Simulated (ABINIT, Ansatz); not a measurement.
## NaI (Fm-3m): from Born charge to LO-TO splitting

Aim: work out the LO frequency and the static dielectric constant of NaI (Fm-3m) from one linear-response run, then check them.

Method: DFT LDA, scalar-relativistic, plane waves, PseudoDojo norm-conserving pseudopotentials, in ABINIT 10.8.3.

### 1. The relaxed structure

It takes space group Fm-3m (No. 225, cubic). Conventional cell: a = 6.263 Å, b = 6.263 Å, c = 6.263 Å, α = 90.00°, β = 90.00°, γ = 90.00°. Nearest to Na lie 6 I at 3.13 Å. I has 6 Na at 3.13 Å nearest. Farther neighbours and most contacts between anions are not listed.

This is the cell after its relaxation at this level of theory, not the database cell from which that began.

### 2. What the response run gave

A linear-response run on the relaxed cell, with the response to an electric field; only its zone-centre results are used. Cutoff 38 Ha, k mesh 4×4×4 with shifts.

Numbers of over 12 decimals in the logs are rounded to 6 here.

What it wrote:

```text
[banners, grids, parts of the stress and lines that vanish by symmetry left out]
- input  file    -> dfpt_gamma.abi
- output file    -> dfpt_gamma.abo
- root for input  files -> dfpt_gammai
[...]
DATASET    1 : space group Fm -3 m (#225); Bravais cF (face-center cubic)
[...]
nfft =      110592          nkpt =         128
[...]
DATASET    2 : space group Fm -3 m (#225); Bravais cF (face-center cubic)
[...]
nfft =      110592          nkpt =         128
[...]
DATASET    3 : space group Fm -3 m (#225); Bravais cF (face-center cubic)
[...]
mpw =        4656          nfft =      110592          nkpt =         128
[...]
== DATASET  1 ==================================================================
[...]
cutoff_energies: {ecut:  38.0, pawecutdg:  -1.0, }
[...]
- 53.00000   7.00000  180309                  znucl, zion, pspdat
[...]
Perturbation : derivative vs k along direction   1
[...]
-ETOT  1  -16.017313735042     -1.602E+01 5.126E-02 0.000E+00
 ETOT  2  -16.024647439469     -7.334E-03 3.279E-05 0.000E+00
 ETOT  3  -16.024650601137     -3.162E-06 1.167E-07 0.000E+00
 ETOT  4  -16.024650603673     -2.536E-09 5.581E-11 0.000E+00
 ETOT  5  -16.024650603675     -2.732E-12 8.603E-14 0.000E+00
[...]
At SCF step    8   max residual=  9.96E-21 < tolwfr=  1.00E-20 =>converged.
[...]
Perturbation : derivative vs k along direction   2
[...]
-ETOT  1  -16.017313734847     -1.602E+01 5.126E-02 0.000E+00
[...]
At SCF step    8   max residual=  9.96E-21 < tolwfr=  1.00E-20 =>converged.
[...]
Perturbation : derivative vs k along direction   3
[...]
-ETOT  1  -16.017313734652     -1.602E+01 5.126E-02 0.000E+00
[...]
At SCF step    8   max residual=  9.96E-21 < tolwfr=  1.00E-20 =>converged.
[...]
1        1       1.4525055410   -0.0000000000
     1        2       0.7262527705   -0.0000000000
     1        3       0.7262527705   -0.0000000000
     2        1       0.7262527705   -0.0000000000
     2        2       1.4525055410   -0.0000000000
     2        3       0.7262527705    0.0000000000
     3        1       0.7262527705   -0.0000000000
     3        2       0.7262527705    0.0000000000
     3        3       1.4525055410    0.0000000000
[...]
== DATASET  2 ==================================================================
[...]
cutoff_energies: {ecut:  38.0, pawecutdg:  -1.0, }
[...]
Perturbation : displacement of atom   1   along direction   1
[...]
1    4   1    4         3.6344832258        -0.0000000000
   1    4   2    4         0.0000000000        -0.0000000000
   1    4   3    4         0.0000000000        -0.0000000000
   2    4   1    4         0.0000000000        -0.0000000000
   2    4   2    4         3.6344832258        -0.0000000000
   2    4   3    4         0.0000000000        -0.0000000000
   3    4   1    4         0.0000000000        -0.0000000000
   3    4   2    4         0.0000000000        -0.0000000000
   3    4   3    4         3.6344832258        -0.0000000000
  Effective charges, in cartesian coordinates,
[...]
1    1   1    4         1.1676056287         0.0000000000
   2    1   1    4         0.0000000000         0.0000000000
   3    1   1    4        -0.0000000000         0.0000000000
   1    2   1    4        -1.1677190706         0.0000000000
   2    2   1    4        -0.0000000000         0.0000000000
[...]
Effective charges, in cartesian coordinates,
[...]
2    4   1    2         0.0000000000         0.0000000000
   3    4   1    2         0.0000000000         0.0000000000
   1    4   2    2        -0.0000000000         0.0000000000
   2    4   2    2        -1.1677190713         0.0000000000
   3    4   2    2        -0.0000000000         0.0000000000
   1    4   3    2         0.0000000000         0.0000000000
   2    4   3    2         0.0000000000         0.0000000000
   3    4   3    2        -1.1677190713         0.0000000000
  Phonon wavevector (reduced coordinates) :  0.00000  0.00000  0.00000
 Phonon energies in Hartree :
[...]
Phonon frequencies in cm-1    :
-  4.622537E+00  4.622537E+00  4.622537E+00  1.306343E+02  1.306343E+02
-  1.306343E+02
  Phonon at Gamma, with non-analyticity in the
[...]
Phonon energies in Hartree :
[...]
Phonon frequencies in cm-1    :
-  4.622537E+00  4.622537E+00  4.630414E+00  1.306343E+02  1.306343E+02
-  1.802902E+02
  Phonon at Gamma, with non-analyticity in the
[...]
Phonon energies in Hartree :
[...]
Phonon frequencies in cm-1    :
-  4.622537E+00  4.622537E+00  4.630414E+00  1.306343E+02  1.306343E+02
-  1.802902E+02
  Phonon at Gamma, with non-analyticity in the
[...]
Phonon energies in Hartree :
[...]
Phonon frequencies in cm-1    :
-  4.622537E+00  4.622537E+00  4.630414E+00  1.306343E+02  1.306343E+02
-  1.802902E+02
[...]
== DATASET  3 ==================================================================
[...]
cutoff_energies: {ecut:  38.0, pawecutdg:  -1.0, }
[...]
1          1       -0.000000000       -0.000000000       -0.000000000
[...]
1          2       -0.000000000       -0.000000000       -0.000000000
[...]
1          3       -0.000000000       -0.000000000       -0.000000000
[...]
2          1       -0.000000000       -0.000000000       -0.000000000
[...]
2          2       -0.000000000       -0.000000000       -0.000000000
[...]
2          3       -0.000000000       -0.000000000       -0.000000000
[...]
strten2     0.0000000000E+00  0.0000000000E+00  0.0000000000E+00
           strten3     0.0000000000E+00  0.0000000000E+00  0.0000000000E+00
================================================================================
```

```
                       quantity    value
             cell volume Ω (Å³)   61.423
                 mass of Na (u)   22.990
                  mass of I (u)  126.904
     Born charge of Na, raw (e)    1.168
      Born charge of I, raw (e)   -1.168
                             ε∞    3.635
ω(TO) after the sum rule (cm⁻¹)    130.2
```

### 3. The calculation

The charges must sum to zero over the cell; taking off their mean, 0.000 e, leaves Z* = 1.168 e on Na. In the polar mode Na moves against I, so the reduced mass is μ = 22.99 × 126.90 / 149.89 = 19.464 u.

A longitudinal wave builds up a field that adds to the restoring force: ω(LO)² = ω(TO)² + 4π Z*² / (μ Ω ε∞), in Hartree atomic units. With μ = 35480 electron masses and Ω = 414.50 bohr³ the second term is 3.2054e-07 Ha², or 15440 cm⁻² (1 Ha = 219474.6 cm⁻¹).

So ω(LO) = √(16947 + 15440) = 180.0 cm⁻¹, and by the Lyddane-Sachs-Teller relation ε₀ = ε∞ (ω(LO)/ω(TO))² = 6.95.

### 4. Check against the program

The analysis program adds the same non-analytic term to the full matrix.

What it wrote:

```text
[banners, grids, parts of the stress and lines that vanish by symmetry left out]
-outvars_anaddb: echo values of input variables ----------------------

 Flags :
[...]
Dielectric Tensor and Effective Charges
[...]
Effective charge tensors after
[...]
1          1       -0.000000000       -0.000000000       -0.000000000
[...]
1          2       -0.000000000       -0.000000000       -0.000000000
[...]
1          3       -0.000000000       -0.000000000       -0.000000000
[...]
2          1       -0.000000000       -0.000000000       -0.000000000
[...]
2          2       -0.000000000       -0.000000000       -0.000000000
[...]
2          3       -0.000000000       -0.000000000       -0.000000000
[...]
Phonon wavevector (reduced coordinates) :  0.00000  0.00000  0.00000
 Phonon energies in Hartree :
[...]
Phonon energies in meV     :
-  0.000000E+00  0.000000E+00  0.000000E+00  1.614008E+01  1.614008E+01
-  1.614008E+01
 Phonon frequencies in cm-1    :
-  0.000000E+00  0.000000E+00  0.000000E+00  1.301786E+02  1.301786E+02
-  1.301786E+02
 Phonon frequencies in Thz     :
-  0.000000E+00  0.000000E+00  0.000000E+00  3.902655E+00  3.902655E+00
-  3.902655E+00
 Phonon energies in Kelvin  :
-  0.000000E+00  0.000000E+00  0.000000E+00  1.872979E+02  1.872979E+02
-  1.872979E+02
[...]
-  1  0.00000000E+00  0.00000000E+00  1.91305379E-03
-     0.00000000E+00  0.00000000E+00  0.00000000E+00
-  2  0.00000000E+00  0.00000000E+00  1.91305534E-03
-     0.00000000E+00  0.00000000E+00  0.00000000E+00
[...]
-  1  0.00000000E+00 -1.91305379E-03  0.00000000E+00
-     0.00000000E+00  0.00000000E+00  0.00000000E+00
-  2  0.00000000E+00 -1.91305534E-03  0.00000000E+00
-     0.00000000E+00  0.00000000E+00  0.00000000E+00
[...]
-  1  1.91305379E-03  0.00000000E+00  0.00000000E+00
-     0.00000000E+00  0.00000000E+00  0.00000000E+00
-  2  1.91305534E-03  0.00000000E+00  0.00000000E+00
-     0.00000000E+00  0.00000000E+00  0.00000000E+00
[...]
-  1  1.05373035E-07  5.12104706E-07 -4.49467916E-03
-     0.00000000E+00  0.00000000E+00  0.00000000E+00
-  2  0.00000000E+00  0.00000000E+00  8.14246712E-04
-     0.00000000E+00  0.00000000E+00  0.00000000E+00
[...]
-  1  0.00000000E+00  4.49467916E-03  5.12106495E-07
-     0.00000000E+00  0.00000000E+00  0.00000000E+00
-  2  0.00000000E+00 -8.14246713E-04  0.00000000E+00
-     0.00000000E+00  0.00000000E+00  0.00000000E+00
[...]
-  1  4.49467919E-03  0.00000000E+00  1.05364339E-07
-     0.00000000E+00  0.00000000E+00  0.00000000E+00
-  2 -8.14246718E-04  0.00000000E+00  0.00000000E+00
[...]
-  2.231261E+01
 Phonon frequencies in cm-1    :
-  0.000000E+00  0.000000E+00  0.000000E+00  1.301786E+02  1.301786E+02
-  1.799634E+02
 Phonon frequencies in Thz     :
-  0.000000E+00  0.000000E+00  0.000000E+00  3.902655E+00  3.902655E+00
-  5.395166E+00
 Phonon energies in Kelvin  :
-  0.000000E+00  0.000000E+00  0.000000E+00  1.872979E+02  1.872979E+02
-  2.589271E+02
[...]
-  1  0.00000000E+00  0.00000000E+00  1.91305379E-03
[...]
-  2  0.00000000E+00  0.00000000E+00  1.91305534E-03
[...]
Phonon at Gamma, with non-analyticity in the
[...]
Phonon energies in Hartree :
[...]
Phonon energies in meV     :
-  0.000000E+00  0.000000E+00  0.000000E+00  1.614008E+01  1.614008E+01
-  2.231261E+01
 Phonon frequencies in cm-1    :
-  0.000000E+00  0.000000E+00  0.000000E+00  1.301786E+02  1.301786E+02
-  1.799634E+02
 Phonon frequencies in Thz     :
-  0.000000E+00  0.000000E+00  0.000000E+00  3.902655E+00  3.902655E+00
-  5.395166E+00
 Phonon energies in Kelvin  :
-  0.000000E+00  0.000000E+00  0.000000E+00  1.872979E+02  1.872979E+02
-  2.589271E+02
[...]
Phonon at Gamma, with non-analyticity in the
[...]
Phonon energies in Hartree :
[...]
Phonon energies in meV     :
-  0.000000E+00  0.000000E+00  0.000000E+00  1.614008E+01  1.614008E+01
-  2.231261E+01
 Phonon frequencies in cm-1    :
-  0.000000E+00  0.000000E+00  0.000000E+00  1.301786E+02  1.301786E+02
-  1.799634E+02
 Phonon frequencies in Thz     :
-  0.000000E+00  0.000000E+00  0.000000E+00  3.902655E+00  3.902655E+00
-  5.395166E+00
 Phonon energies in Kelvin  :
-  0.000000E+00  0.000000E+00  0.000000E+00  1.872979E+02  1.872979E+02
-  2.589271E+02
[...]
-  1  1.65603467E-06 -1.91304691E-03 -4.94064192E-06
[...]
-  2  1.65628243E-06 -1.91304821E-03 -4.94039950E-06
[...]
-  1  1.91305289E-03  1.65325185E-06  1.24133320E-06
[...]
-  2  1.91305419E-03  1.65300682E-06  1.24108785E-06
[...]
-  1  4.98582938E-04  2.89945936E-03 -3.39804230E-03
[...]
-  2 -9.03222464E-05 -5.25260017E-04  6.15582264E-04
[...]
-  1  3.63586428E-03 -2.24971763E-03 -1.38614665E-03
[...]
-  2 -6.58665598E-04  4.07554159E-04  2.51111439E-04
[...]
-         0.000000000       0.000000000       0.000000000
-         0.000000000       0.000000000       0.000000000
[...]
-         0.000000000       0.000000000       0.000000000
-         0.000000000       0.000000000       0.000000000
-         0.000000000       0.000000000       0.000000000
[...]
-         0.000000000       0.000000000       0.000000000
-         0.000000000       0.000000000       0.000000000
-         0.000000000       0.000000000       0.000000000
[...]
Direction                     Dielectric constant
[...]
0.00000   0.00000   1.00000      6.94595450
   1.00000   1.00000   1.00000      6.94595450
-
```

```
    quantity  by hand  program
ω(LO) (cm⁻¹)    180.0    180.0
          ε₀     6.95     6.95
```

### 5. What came out

* TO mode: 130.2 cm⁻¹
* LO mode: 180.0 cm⁻¹
* static dielectric constant: 6.946

The LO mode of NaI (Fm-3m) lies at 180 cm⁻¹, 50 cm⁻¹ above the TO mode; the formula meets the program within 0.1 cm⁻¹, as it must for a cubic crystal with one polar mode. ω(LO)² − ω(TO)² goes with Z*²/ε∞: an error of 5 % in ε∞ would move the LO mode by 2.1 cm⁻¹, and semilocal functionals tend to overestimate ε∞. These are harmonic values at zero temperature, at the volume of this functional, for the structure held cubic; stability elsewhere in the zone is no part of this calculation.

[Host names and launcher messages were left out of these logs when they were recorded.]

[Logs are printed without paths, hosts, clocks, repeated set-up lines and the standing remarks that a program may print on its own settings, such as how far it seeks lower states.]

[Hosts, paths, dates, database ids (printed as entryN), source tags and the programs' standing remarks are cut or masked in the printed files.]
